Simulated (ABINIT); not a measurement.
# Au: single point with PBE

The system is Au.

```
Au
1.0
     0.05952    2.03278    2.02390
     2.06284    0.03015    2.05328
     2.07413    2.07344    0.01886
Au
1
Direct
  0.99810 0.99583 0.01853
```

The cell isn't the ideal one: cell strained at random at fixed volume.

```
Program                                         : ABINIT 10.8.3 (patched build)
Task                                            : single point
Functional                                      : PBE
Potentials or basis                             : JTH PAW PBE v2.0
Cutoff                                          : 544 eV
k mesh                                          : 11 × 11 × 11
Occupations                                     : fermi-dirac, width 0.05 eV
Spin                                            : no spin polarisation
Fine-grid cutoff                                : 1088.46 eV
Exchange and correlation inside the PAW spheres : full angular mesh (pawxcdev 0, this build's default; the released program takes 1)
```

```yaml
Pressure: 11.2 GPa
Band_gap_on_the_k_mesh: none (metal or under the smearing width)
Valence_electrons_inside_the_program's_atomic_spheres: Au 9.52 (radii [1.3275] Å)
```

Stress tensor (GPa, compression positive):
```
11.29 -2.25 -1.67
-2.25 11.12  0.27
-1.67  0.27 11.06
```

Levels at points of the mesh, in eV from the Fermi level:
```csv
k point,band 3,band 4,band 5,band 6,band 7,band 8,band 9,band 10
"(0.00, 0.00, 0.00)",-4.81,-4.56,-3.23,-3.18,15.12,18.47,19.09,19.93
```

Run time: 100 s on 1 thread of Intel(R) Xeon(R) 6975P-C (Granite Rapids), on a shared host, peak memory 0.23 GiB.

The run has no spin-orbit coupling, so splittings on Au are missing.
